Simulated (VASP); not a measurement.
# As (R-3m) in VASP: notebook

One crystal, As, is run at these levels: PBE, PBEsol; tasks: equation of state.

Program: VASP 6.6.1. These are calculated values, not measurements. Logs are shortened: lines on timing, memory, paths and dates and some standing lists are left out, and cuts for length are marked.

## (1) Starting point

Symmetry: R-3m, No. 166, trigonal system. The conventional cell has a = 3.762 Å, b = 3.762 Å, c = 10.542 Å, α = 90.00°, β = 90.00°, γ = 120.00°. As (site symmetry 3m) has 3 As at 2.51 Å as nearest neighbours.

## (2) Equation of state, PBE, 20.24 Å³/atom (volume scaled by 0.94)

The input, INCAR:

```
SYSTEM = As
  ALGO = Normal
  EDIFF = 1E-7
  ENCUT = 520
  GGA = PE
  ISIF = 2
  ISMEAR = -1
  LASPH = .TRUE.
  LCHARG = .FALSE.
  LREAL = .FALSE.
  LWAVE = .FALSE.
  NBANDS = 12
  NELM = 100
  PREC = Accurate
  SIGMA = 0.05
```

The input, KPOINTS:

```
k-points
0
G
  9 9 9
  0 0 0
```

The input, POSCAR:

```
As
1.0
    1.8424025153      1.0637115881      3.4423263150
   -1.8424025153      1.0637115881      3.4423263150
    0.0000000000     -2.1274231763      3.4423263150
As
2
Direct
    0.2260000000      0.2260000000      0.2260000000
    0.7740000000      0.7740000000      0.7740000000
```

Potentials or basis: VASP PAW PBE potentials, release 64 (As).

The run is started by

```bash
> cat potpaw_PBE.64/As/POTCAR > POTCAR
> mpirun -np 1 vasp_std > vasp.out
```

OUTCAR:

```text
SYSTEM = As
   EDIFF = 1E-7
   ENCUT = 520
   GGA = PE
   ISIF = 2
   ISMEAR = -1
   LASPH = .TRUE.
   LREAL = .FALSE.
   NELM = 100
   PREC = Accurate

 ion  position               nearest neighbor table
   1  0.226  0.226  0.226-   2 2.46   2 2.46   2 2.46
   2  0.774  0.774  0.774-   1 2.46   1 2.46   1 2.46

  LATTYP: Found a trigonal (rhomboedric) cell.
 ALAT       =     4.0466702151
 COS(alpha) =     0.5854247172

  Lattice vectors:

 A1 = (   1.8424025153,   1.0637115881,   3.4423263150)
 A2 = (  -1.8424025153,   1.0637115881,   3.4423263150)
 A3 = (   0.0000000000,  -2.1274231763,   3.4423263150)

Analysis of symmetry for initial positions (statically):
=====================================================================
 Subroutine PRICEL returns:
 Original cell was already a primitive cell.

 Routine SETGRP: Setting up the symmetry group for a
 trigonal (rhombohedral) supercell.

 Subroutine GETGRP returns: Found 12 space group operations
 (whereof 12 operations were pure point group operations)
 out of a pool of 12 trial point group operations.

The static configuration has the point symmetry D_3d.

Analysis of symmetry for dynamics (positions and initial velocities):
=====================================================================
 Subroutine PRICEL returns:
 Original cell was already a primitive cell.

 Routine SETGRP: Setting up the symmetry group for a
 trigonal (rhombohedral) supercell.

 Subroutine GETGRP returns: Found 12 space group operations
 (whereof 12 operations were pure point group operations)
 out of a pool of 12 trial point group operations.

The dynamic configuration has the point symmetry D_3d.

 Subroutine INISYM returns: Found 12 space group operations
 (whereof 12 operations are pure point group operations),
 and found     1 'primitive' translations

----------------------------------------------------------------------------------------

                                     Primitive cell

  volume of cell :      40.4773

  direct lattice vectors                    reciprocal lattice vectors
     1.842402515  1.063711588  3.442326315     0.271384779  0.156684075  0.096833741
    -1.842402515  1.063711588  3.442326315    -0.271384779  0.156684075  0.096833741
     0.000000000 -2.127423176  3.442326315     0.000000000 -0.313368151  0.096833741

  length of vectors
     4.046670215  4.046670215  4.046670215     0.327988371  0.327988371  0.327988371

  position of ions in fractional coordinates (direct lattice)
     0.226000000  0.226000000  0.226000000
     0.774000000  0.774000000  0.774000000

[... 115 lines left out ...]
   EMIN   =  10.00;   EMAX   =-10.00  energy-range for DOS
   EFERMI =   0.00;   METHOD = LEGACY
   ISMEAR =    -1;   SIGMA  =   0.05  broadening in eV -4-tet -1-fermi 0-gaus
   EFERMI_NEDOS =   21; number of points for ismear=-14 and -15
   IALGO  =     38    algorithm
   IMIX   =      4    mixing-type and parameters
     AMIX     =   0.40;   BMIX     =  1.00
     AMIX_MAG =   1.60;   BMIX_MAG =  1.00
  volume/ion in A,a.u.               =      20.24       136.58
  Fermi-wavevector in a.u.,A,eV,Ry     =   1.027238  1.941198 14.357102  1.055217
  Thomas-Fermi vector in A             =   2.161172
   LORBIT       =      0    0 simple, 1 ext, 2 COOP (PROOUT), +10 PAW based schemes
   GGA     = PE    functional components
   LHFCALC =     F    Hartree Fock is set to
   AEXX    =    0.0000 exact exchange contribution
   IVDW    =     0    specifies the selected vdW correction
   LEPSILON=     F    determine dielectric tensor
   LRPA    =     F    only Hartree local field effects (RPA)
 non-spin polarized calculation
  energy-cutoff  :      520.00
  volume of cell :       40.48
 maximum number of plane-waves:      1111
 NGX is ok and might be reduce to    30
   NGX = 15   NGY = 15   NGZ = 15

 number of electron      10.0000000 magnetization

 number of electron       9.9999999 magnetization

 Free energy of the ion-electron system (eV)
  ---------------------------------------------------
  ext. energy  EPLUGINS =         0.00000000
  ---------------------------------------------------
  free energy    TOTEN  =        -9.21195420 eV

  energy without entropy =       -9.21057130  energy(sigma->0) =       -9.21126275

 E-fermi :   6.2802     XC(G=0): -10.2358

 val. band max:        6.2453852849   @ k =   0.4444   0.3333   0.3333
 cond. band min:       6.3036323583   @ k =   0.3333   0.2222   0.2222
 fundamental gap:      0.0582470734
 Fermi energy:         6.2802169548

 k-point     1 :       0.0000    0.0000    0.0000
  band No.  band energies     occupation
      1      -9.4800      2.00000
      2       0.7119      2.00000
      3       3.4850      2.00000
      4       3.9960      2.00000
      5       3.9960      2.00000
      6       7.7623      0.00000
      7       9.1696      0.00000
      8       9.1696      0.00000
      9      13.0307      0.00000
     10      13.0307      0.00000
     11      13.6582      0.00000
     12      14.9936      0.00000
[... 571 lines left out ...]
 k-point    40 :      -0.1111    0.2222    0.1111
  band No.  band energies     occupation
      1      -8.3115      2.00000
      2      -2.1632      2.00000
      3       2.0250      2.00000
      4       3.2595      2.00000
      5       4.1655      2.00000
      6       7.5361      0.00000
      7       8.4388      0.00000
      8       9.4671      0.00000
      9      11.4981      0.00000
     10      14.2038      0.00000
     11      15.6637      0.00000
     12      16.5959      0.00000

 [... further k-points ...]

------------------------ aborting loop because EDIFF is reached ----------------------------------------

  FORCE on cell =-STRESS in cart. coord.  units (eV):
  Direction    XX          YY          ZZ          XY          YZ          ZX
  --------------------------------------------------------------------------------------
  -------------------------------------------------------------------------------------
  Total        2.7712501      2.7712501      2.0387309      0.0000000     -0.0000000     -0.0000000
  in kB      109.6919119    109.6919119     80.6972591      0.0000000     -0.0000000     -0.0000000
  external PRESSURE =     100.0270276 kB  Pullay stress =       0.0000000 kB

 VOLUME and BASIS-vectors are now :
 -----------------------------------------------------------------------------
  energy-cutoff  :      520.00
  volume of cell :       40.48
      direct lattice vectors                 reciprocal lattice vectors
     1.842402515  1.063711588  3.442326315     0.271384779  0.156684075  0.096833741
    -1.842402515  1.063711588  3.442326315    -0.271384779  0.156684075  0.096833741
     0.000000000 -2.127423176  3.442326315     0.000000000 -0.313368151  0.096833741

 POSITION                                       TOTAL-FORCE (eV/Angst)
 -----------------------------------------------------------------------------------
      0.00000     -0.00000      2.33390         0.000000     -0.000000      0.964802
      0.00000     -0.00000      7.99308         0.000000      0.000000     -0.964802
 -----------------------------------------------------------------------------------
    total drift:                                0.000000     -0.000000      0.000000

  FREE ENERGIE OF THE ION-ELECTRON SYSTEM (eV)
  ---------------------------------------------------
  free  energy   TOTEN  =        -9.2119541954 eV

  energy  without entropy=       -9.2105712968  energy(sigma->0) =       -9.21126275
```

OSZICAR:

```text
N       E                     dE             d eps       ncg     rms          rms(c)
DAV:   1     0.288947764859E+02    0.28895E+02   -0.42687E+03  2040   0.700E+02
DAV:   2    -0.764773587178E+01   -0.36543E+02   -0.35182E+02  2660   0.114E+02
DAV:   3    -0.923058108038E+01   -0.15828E+01   -0.15762E+01  2624   0.236E+01
DAV:   4    -0.923811438013E+01   -0.75333E-02   -0.75324E-02  2336   0.180E+00
DAV:   5    -0.923813196391E+01   -0.17584E-04   -0.17583E-04  2580   0.949E-02    0.379E+00
DAV:   6    -0.922020762766E+01    0.17924E-01   -0.83719E-03  2292   0.523E-01    0.229E+00
DAV:   7    -0.921180117336E+01    0.84065E-02   -0.17509E-02  2316   0.784E-01    0.833E-02
DAV:   8    -0.921190740636E+01   -0.10623E-03   -0.61250E-04  2396   0.149E-01    0.344E-02
DAV:   9    -0.921195278035E+01   -0.45374E-04   -0.65327E-05  2472   0.497E-02    0.150E-02
DAV:  10    -0.921195390537E+01   -0.11250E-05   -0.40927E-06  2432   0.118E-02    0.473E-03
DAV:  11    -0.921195414074E+01   -0.23537E-06   -0.11627E-06  2356   0.694E-03    0.123E-03
DAV:  12    -0.921195419535E+01   -0.54617E-07   -0.52335E-08  1716   0.128E-03
   1 F= -.92119542E+01 E0= -.92112627E+01  d E =-.138290E-02
```

stdout:

```text
POSCAR found type information on POSCAR As
 POSCAR found :  1 types and       2 ions
 scaLAPACK will be used
 LDA part: xc-table for (Slater+PW92), standard interpolation
 POSCAR, INCAR and KPOINTS ok, starting setup
 FFT: planning ... GRIDC
 FFT: planning ... GRID_SOFT
 FFT: planning ... GRID
 WAVECAR not read
 entering main loop
```

It took 31 s on 1 thread of Intel Xeon Platinum 8488C (Sapphire Rapids), shared host; peak memory 0.17 GiB.

What came out:

* Free energy: -9.2120 eV
* Pressure: 10.0 GPa
* Largest force: 0.965 eV/Å
* Band gap on the k mesh: none (metal or under the smearing width)

## (3) Equation of state, PBE, 20.67 Å³/atom (volume scaled by 0.96)

The input, INCAR:

```
SYSTEM = As
ALGO = Normal
EDIFF = 1E-7
ENCUT = 520
GGA = PE
ISIF = 2
ISMEAR = -1
LASPH = .TRUE.
LCHARG = .FALSE.
LREAL = .FALSE.
LWAVE = .FALSE.
NBANDS = 12
NELM = 100
PREC = Accurate
SIGMA = 0.05
```

KPOINTS is that of step 2.

The input, POSCAR:

```
As
1.0
    1.8553776084      1.0712027616      3.4665688483
   -1.8553776084      1.0712027616      3.4665688483
    0.0000000000     -2.1424055233      3.4665688483
As
2
Direct
    0.2260000000      0.2260000000      0.2260000000
    0.7740000000      0.7740000000      0.7740000000
```

Potentials or basis: VASP PAW PBE potentials, release 64 (As).

The run is started by

```bash
> cat potpaw_PBE.64/As/POTCAR > POTCAR
> mpirun -np 1 vasp_std > vasp.out
```

Run time: 31 s. Hardware: 1 thread of Intel Xeon Platinum 8488C (Sapphire Rapids), shared host; peak memory 0.18 GiB.

Results (log left out):

```yaml
Free_energy: -9.2597 eV
Pressure: 7.8 GPa
Largest_force: 0.796 eV/Å
Band_gap_on_the_k_mesh: none (metal or under the smearing width)
```

(Continued in part 2 of 2.)
